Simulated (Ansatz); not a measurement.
# BP: equation of state, part 2 of 2

Aim: scale the cell of BP up and down at fixed shape and fractional positions, and get the equilibrium volume and bulk modulus with LAPW, PAW and all-electron datasets made for the crystal.

Ansatz 0.2.0; DFT PBE; a cell built from a prototype (rocksalt type), not taken from measurement. «Crystal datasets» are all-electron PAW datasets made for this crystal. The steps go on from the part before.

### 7 Volume × 1.03, LAPW

Input file input.yaml:

```yaml
crystal:
  lattice:
    - [0.0, 2.1811852647, 2.1811852647]
    - [2.1811852647, 0.0, 2.1811852647]
    - [2.1811852647, 2.1811852647, 0.0]
  atoms:
    - { symbol: B, position: [0.0, 0.0, 0.0] }
    - { symbol: P, position: [0.5, 0.5, 0.5] }
kpoints:
  mp_grid: { grid: [16, 16, 16] }
scf:
  occupations: { method: fermi_dirac, width: 0.05 }
hamiltonian:
  xc: pbe
  pseudopotentials: { kind: all_electron, lapw: { basis_error: 0.0005 } }
output:
  forces: true
  stress: true
  eigenvalues: true
```

Launch:

```
$ ansatz run input.yaml --threads 1 --pin off --max-ram 2048MiB --backend cpu --events-out ev --progress --plain --runs-dir out
```

Output, shortened:

```text
LAPW: plane waves up to 8.088 Å⁻¹, error target 5.0e-4 eV per atom; small_component_spin mean_spin; B in spheres of 1.045 Å, 5 of its electrons in bands, Dirac shells []; P in spheres of 1.136 Å, 13 of its electrons in bands, Dirac shells []
[...]
Pseudopotentials: kind: all_electron
Pseudopotential: B, LAPW, valence charge 5, Koelling and Harmon's equation, gaussian nucleus
Pseudopotential: P, LAPW, valence charge 13, Koelling and Harmon's equation, gaussian nucleus
Functional definition: PBE
[...]
Crystal: 2 atoms, lattice volume = 20.754 Å³
Basis set: ecut = 249.2434487697735 eV, 169 PW (Γ), exchange–correlation at level 2
Bands: 13, of which v1, the nominal top of the filled ones, is band 9 counted from 1 (8 counted from 0)
Symmetry: 48 space group operations
Space group: Fm-3m (ITA 225), of the structure as read, at distance tolerance 2.7e-5 Å
k-points: 145 of 4096
[...]
SCF iter   6: F=-9983.887682 eV  HF=-9983.887682 eV  |F-HF|=1.53e-8  |Δ(HF+E_count)|=   8.04e-7  Δρ=1.08e-5  dr2=1.86e-8  ethr=2.45e-8  ⟨swp⟩=2.2  Hψ=5090  notcnv=0
[...]
SCF converged after 6 iterations
Free energy (F): -9983.887682 eV
[...]
E sigma→0 (E₀):  -9983.884863 eV
Entropy (-TS):   -0.005637 eV (-2.819 meV/atom)
Fermi energy:    12.404474 eV
[...]
--- Forces (eV/Å), atoms counted from 1 ---
  atom   1  B     -0.00000000     0.00000000    -0.00000000
  atom   2  P      0.00000000     0.00000000     0.00000000
[...]
--- Stress (GPa, compression-positive) ---
       -4.484267      -0.000000      -0.000000
       -0.000000      -4.484267      -0.000000
       -0.000000      -0.000000      -4.484267
  P = ⅓ Tr σ = -4.4843 GPa (-44.843 kbar)
--- Band table (eV; the first three rows and the last of 145) ---
  k-point 0: bands = ["-161.8487", "-156.8135", "-107.3106", "-107.3106", "-107.3106", "-4.1644", "12.4308", "12.4308", "12.4308", "18.4416", "20.3175", "20.3175", "20.3175"]
[...]
```

Wall time 5.1 s (1 thread of Intel Xeon 6975P-C (Granite Rapids), shared host); peak memory 0.37 GiB.

Read from it: pressure -4.48 GPa; no gap.

### 8 Volume × 1.03, PAW

Edit input.yaml of step 7 so:

```diff
@@ -14,3 +14,3 @@
   xc: pbe
-  pseudopotentials: { kind: all_electron, lapw: { basis_error: 0.0005 } }
+  pseudopotentials: { kind: paw }
 output:
@@ -19 +19,2 @@
   eigenvalues: true
+  efg: { contact_densities: true }
```

Launch:

```
$ ansatz run input.yaml --threads 1 --pin off --max-ram 2048MiB --backend cpu --events-out ev --progress --plain --runs-dir out
```

Output, shortened:

```text
[...]
[... 4 set-up lines as earlier in the session ...]
[...]
Crystal: 2 atoms, lattice volume = 20.754 Å³
Basis set: ecut = 420 eV, 411 PW (Γ), exchange–correlation on 48×48×48 points (8 copies of the dense FFT grid, shifted against one another)
Bands: 8, of which v1, the nominal top of the filled ones, is band 4 counted from 1 (3 counted from 0)
[... 2 set-up lines as earlier in the session ...]
k-points: 145 of 4096
[...]
SCF iter   1: F=—  HF=-910.315826 eV  |F-HF|=—  |Δ(HF+E_count)|=         —  Δρ=1.84e-3  dr2=3.46e-4  ethr=1.77e-3  ⟨swp⟩=5.4  Hψ=9489  notcnv=0
[...]
Entropy (-TS):   -0.005637 eV (-2.819 meV/atom)
Fermi energy:    11.344228 eV
[...]
--- Forces (eV/Å), atoms counted from 1 ---
  atom   1  B     -0.00000000     0.00000000     0.00000000
  atom   2  P      0.00000000    -0.00000000    -0.00000000
[...]
--- Stress (GPa, compression-positive) ---
       -4.515796       0.000000      -0.000000
        0.000000      -4.515796       0.000000
        0.000000      -0.000000      -4.515796
  P = ⅓ Tr σ = -4.5158 GPa (-45.158 kbar)
--- PAW observables at the nuclei: V_zz in 10²¹ V/m², potentials from the cell's mean, atoms counted from 1 ---
  atom   1  B  V_zz =    +0.000000   η = 0.0000   by run symmetry: forbidden
            electrostatic potential = -327.154241 V   contact ρ = 487.586315 e/Å³
  atom   2  P  V_zz =    -0.000000   η = 0.0000   by run symmetry: forbidden
            electrostatic potential = -1496.570894 V   contact ρ = 16024.760453 e/Å³
--- Band table (eV; the first three rows and the last of 145) ---
  k-point 0: bands = ["-5.2220", "11.3694", "11.3694", "11.3694", "17.3784", "19.2572", "19.2572", "19.2572"]
[...]
```

Run time: 1.6 s. Hardware: 1 thread of Intel Xeon 6975P-C (Granite Rapids), shared host; peak memory 0.39 GiB.

Read from it: pressure -4.52 GPa; no gap.

### 9 Volume × 1.06, LAPW

Input file input.yaml:

```yaml
crystal:
  lattice:
    - [0.0, 2.2021594866, 2.2021594866]
    - [2.2021594866, 0.0, 2.2021594866]
    - [2.2021594866, 2.2021594866, 0.0]
  atoms:
    - { symbol: B, position: [0.0, 0.0, 0.0] }
    - { symbol: P, position: [0.5, 0.5, 0.5] }
kpoints:
  mp_grid: { grid: [16, 16, 16] }
scf:
  occupations: { method: fermi_dirac, width: 0.05 }
hamiltonian:
  xc: pbe
  pseudopotentials: { kind: all_electron, lapw: { basis_error: 0.0005 } }
output:
  forces: true
  stress: true
  eigenvalues: true
```

Launch:

```
$ ansatz run input.yaml --threads 1 --pin off --max-ram 2048MiB --backend cpu --events-out ev --progress --plain --runs-dir out
```

Output, shortened:

```text
LAPW: plane waves up to 8.002 Å⁻¹, error target 5.0e-4 eV per atom; small_component_spin mean_spin; B in spheres of 1.057 Å, 5 of its electrons in bands, Dirac shells []; P in spheres of 1.145 Å, 13 of its electrons in bands, Dirac shells []
[...]
[... 4 set-up lines as earlier in the session ...]
[...]
Crystal: 2 atoms, lattice volume = 21.359 Å³
Basis set: ecut = 243.94920433063123 eV, 169 PW (Γ), exchange–correlation at level 2
Bands: 13, of which v1, the nominal top of the filled ones, is band 9 counted from 1 (8 counted from 0)
[... 1 set-up line as earlier in the session ...]
Space group: Fm-3m (ITA 225), of the structure as read, at distance tolerance 2.8e-5 Å
k-points: 145 of 4096
[...]
SCF iter   6: F=-9983.863258 eV  HF=-9983.863258 eV  |F-HF|=1.80e-8  |Δ(HF+E_count)|=   8.89e-7  Δρ=1.05e-5  dr2=1.77e-8  ethr=2.58e-8  ⟨swp⟩=2.1  Hψ=5144  notcnv=0
[...]
SCF converged after 6 iterations
Free energy (F): -9983.863258 eV
[...]
E sigma→0 (E₀):  -9983.860308 eV
Entropy (-TS):   -0.005899 eV (-2.950 meV/atom)
Fermi energy:    11.919750 eV
[...]
--- Forces (eV/Å), atoms counted from 1 ---
  atom   1  B     -0.00000000     0.00000000    -0.00000000
  atom   2  P      0.00000000    -0.00000000     0.00000000
[...]
--- Stress (GPa, compression-positive) ---
       -8.363091       0.000000       0.000000
        0.000000      -8.363091      -0.000000
        0.000000      -0.000000      -8.363091
  P = ⅓ Tr σ = -8.3631 GPa (-83.631 kbar)
--- Band table (eV; the first three rows and the last of 145) ---
  k-point 0: bands = ["-162.4162", "-157.2671", "-107.7651", "-107.7651", "-107.7651", "-4.3346", "11.9490", "11.9490", "11.9490", "17.5007", "19.8689", "19.8689", "19.8689"]
[...]
```

Run time: 5.5 s. Hardware: 1 thread of Intel Xeon 6975P-C (Granite Rapids), shared host; peak memory 0.36 GiB.

Read from it: pressure -8.36 GPa; no gap.

### 10 Volume × 1.06, PAW

Edit input.yaml of step 9 so:

```diff
@@ -14,3 +14,3 @@
   xc: pbe
-  pseudopotentials: { kind: all_electron, lapw: { basis_error: 0.0005 } }
+  pseudopotentials: { kind: paw }
 output:
@@ -19 +19,2 @@
   eigenvalues: true
+  efg: { contact_densities: true }
```

Launch:

```
$ ansatz run input.yaml --threads 1 --pin off --max-ram 2048MiB --backend cpu --events-out ev --progress --plain --runs-dir out
```

Output, shortened:

```text
[...]
[... 4 set-up lines as earlier in the session ...]
[...]
Crystal: 2 atoms, lattice volume = 21.359 Å³
Basis set: ecut = 420 eV, 411 PW (Γ), exchange–correlation on 48×48×48 points (8 copies of the dense FFT grid, shifted against one another)
Bands: 8, of which v1, the nominal top of the filled ones, is band 4 counted from 1 (3 counted from 0)
[... 2 set-up lines as earlier in the session ...]
k-points: 145 of 4096
[...]
SCF iter   1: F=—  HF=-910.291356 eV  |F-HF|=—  |Δ(HF+E_count)|=         —  Δρ=1.97e-3  dr2=5.63e-4  ethr=1.77e-3  ⟨swp⟩=5.7  Hψ=9581  notcnv=0
[...]
Entropy (-TS):   -0.005899 eV (-2.949 meV/atom)
Fermi energy:    10.888978 eV
[...]
--- Forces (eV/Å), atoms counted from 1 ---
  atom   1  B     -0.00000000     0.00000000     0.00000000
  atom   2  P      0.00000000    -0.00000000    -0.00000000
[...]
--- Stress (GPa, compression-positive) ---
       -8.392377       0.000000      -0.000000
       -0.000000      -8.392377       0.000000
        0.000000      -0.000000      -8.392377
  P = ⅓ Tr σ = -8.3924 GPa (-83.924 kbar)
--- PAW observables at the nuclei: V_zz in 10²¹ V/m², potentials from the cell's mean, atoms counted from 1 ---
  atom   1  B  V_zz =    +0.000000   η = 0.0000   by run symmetry: forbidden
            electrostatic potential = -326.573464 V   contact ρ = 487.641556 e/Å³
  atom   2  P  V_zz =    +0.000000   η = 0.0000   by run symmetry: forbidden
            electrostatic potential = -1496.099699 V   contact ρ = 16025.188267 e/Å³
--- Band table (eV; the first three rows and the last of 145) ---
  k-point 0: bands = ["-5.3629", "10.9173", "10.9173", "10.9173", "16.4670", "18.8383", "18.8383", "18.8383"]
[...]
```

Wall time 1.8 s (1 thread of Intel Xeon 6975P-C (Granite Rapids), shared host); peak memory 0.39 GiB.

Read from it: pressure -8.39 GPa; no gap.

### 11 Volume × 1.06, crystal datasets

Edit input.yaml of step 10 so:

```diff
@@ -14,3 +14,3 @@
   xc: pbe
-  pseudopotentials: { kind: paw }
+  pseudopotentials: { kind: all_electron, datasets: crystal }
 output:
```

Launch:

```
$ ansatz run input.yaml --threads 1 --pin off --max-ram 2048MiB --backend cpu --events-out ev --progress --plain --runs-dir out
```

Output, shortened:

```text
[...]
[... 1 set-up line as earlier in the session ...]
Pseudopotential: B, paw, valence charge 3, recommended cutoff 260 eV (normal), Koelling and Harmon's equation, gaussian nucleus
Pseudopotential: P, paw, valence charge 5, recommended cutoff 260 eV (normal), Koelling and Harmon's equation, gaussian nucleus
[... 1 set-up line as earlier in the session ...]
[...]
Crystal: 2 atoms, lattice volume = 21.359 Å³
Basis set: ecut = 260 eV, 181 PW (Γ), exchange–correlation on 36×36×36 points (8 copies of the dense FFT grid, shifted against one another)
Bands: 8, of which v1, the nominal top of the filled ones, is band 4 counted from 1 (3 counted from 0)
[... 2 set-up lines as earlier in the session ...]
k-points: 145 of 4096
[...]
  The terms above E_closure are by the made datasets' own strengths, without shells solved beside the bands.
--- Forces (eV/Å), atoms counted from 1 ---
  atom   1  B     -0.00000000    -0.00000000    -0.00000000
  atom   2  P      0.00000000    -0.00000000     0.00000000
[...]
--- Stress (GPa, compression-positive) ---
       -8.361959      -0.000000      -0.000000
        0.000000      -8.361959       0.000000
        0.000000      -0.000000      -8.361959
  P = ⅓ Tr σ = -8.3620 GPa (-83.620 kbar)
--- PAW observables at the nuclei: V_zz in 10²¹ V/m², potentials from the cell's mean, atoms counted from 1 ---
  atom   1  B  V_zz =    +0.000000   η = 0.0000   by run symmetry: forbidden
            electrostatic potential = -326.665991 V   contact ρ = 487.667858 e/Å³
  atom   2  P  V_zz =    -0.000000   η = 0.0000   by run symmetry: forbidden
            electrostatic potential = -1496.139032 V   contact ρ = 16038.132599 e/Å³
--- Band table (eV; the first three rows and the last of 145) ---
  k-point 0: bands = ["-4.3345", "11.9491", "11.9491", "11.9491", "17.5007", "19.8687"]
[...]
```

Run time: 3.7 s. Hardware: 1 thread of Intel Xeon 6975P-C (Granite Rapids), shared host; peak memory 0.42 GiB.

This run gives: pressure -8.36 GPa; no gap.

### 12 Fits

The rows at scale 1 come from earlier runs of the unscaled cell with the same settings.

```
          method  volume (Å³/atom)  F above the lowest (meV/atom)  pressure (GPa)
            LAPW             9.475                           20.3           11.37
            LAPW             9.773                            4.9            5.33
            LAPW            10.075                            0.0            0.04
            LAPW            10.377                            4.3           -4.48
            LAPW            10.679                           16.5           -8.36
             PAW             9.475                           20.1           11.32
             PAW             9.773                            4.9            5.28
             PAW            10.075                            0.0            0.00
             PAW            10.377                            4.4           -4.52
             PAW            10.679                           16.6           -8.39
crystal datasets             9.475                              –           11.37
crystal datasets            10.075                              –            0.04
crystal datasets            10.679                              –           -8.36
```

### 13 Outcome

This closing draws on all 2 parts.

| quantity | value |
| --- | --- |
| equilibrium volume (LAPW) | 10.077 Å³/atom |
| bulk modulus (LAPW) | 163 GPa |
| its pressure derivative (LAPW) | 4.1 |
| equilibrium volume (PAW) | 10.075 Å³/atom |
| bulk modulus (PAW) | 163 GPa |
| its pressure derivative (PAW) | 4.1 |

A third-order Birch-Murnaghan fit to the LAPW pressures puts zero pressure at 10.08 Å³/atom, less than 0.1 % from the given cell, with a bulk modulus of 163 GPa. PAW's volume lies -0.02 % and its modulus less than 0.1 % from LAPW's. No thermal or zero-point expansion is included.
